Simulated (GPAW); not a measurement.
# Calculated records

```cif
data_bete
_symmetry_space_group_name_H-M 'F-43m'
_symmetry_Int_Tables_number 216
_cell_length_a 5.5400
_cell_length_b 5.5400
_cell_length_c 5.5400
_cell_angle_alpha 90.000
_cell_angle_beta 90.000
_cell_angle_gamma 90.000
_cell_volume 170.03
loop_
_atom_site_label
_atom_site_type_symbol
_atom_site_symmetry_multiplicity
_atom_site_Wyckoff_symbol
_atom_site_fract_x
_atom_site_fract_y
_atom_site_fract_z
_atom_site_occupancy
Be1 Be 4 a 0.00000 0.00000 0.00000 1
Te1 Te 4 d 0.25000 0.25000 0.75000 1
_calc_subject 'How the form of the self-energy moves the gap of BeTe (F-43m)'
_calc_method 'DFT, PBE, plane waves, PAW (and 1 further level or step)'
_calc_program 'GPAW 26.7.0'
_calc_settings_of_one_run 'cutoff 600 eV, GPAW PAW setups 1.2.1 data release, 4×4×4 k-mesh, nbands 144'
_calc_cost '4 runs, 2.3 min in all on 4 MPI ranks of Arm Neoverse V1, shared host (the runs of this entry)'
_calc_notes 'The database entry behind the starting cell differs from later determinations by our own check (an axis about 1.5 % short against later determinations). The cell and positions come from the Crystallography Open Database and are kept as given unless a step says otherwise. Limits: no spin-orbit coupling. Bands and cutoff are finite, so the gap is not at the basis limit. The miss can reach some tenths of an eV and take either sign; the mesh is an error of its own. The 4×4×4 mesh is coarse for this cell, which bears on the long-range parts of exchange and screening.'
_calc_g0w0_godby_needs_plasmon_pole '2.557 eV'
_calc_g0w0_full_frequency_hilbert_transform '2.606 eV'
_calc_g0w0_multipole '2.583 eV'
_calc_known_limits 'not at the basis limit; no spin-orbit coupling; coarse k mesh'
```

[Paths, hosts, dates, memory and timing lines, banners, echoed tables and standing remarks are left out of the program output.]

[Logs are printed without paths, hosts, clocks, repeated set-up lines and the standing remarks that a program may print on its own settings, such as how far it seeks lower states.]

[Runs of the session that timed out or met a known fault of the program may be left out.]

[Hosts, paths, dates, database ids (printed as entryN), source tags and the programs' standing remarks are cut or masked in the printed files.]
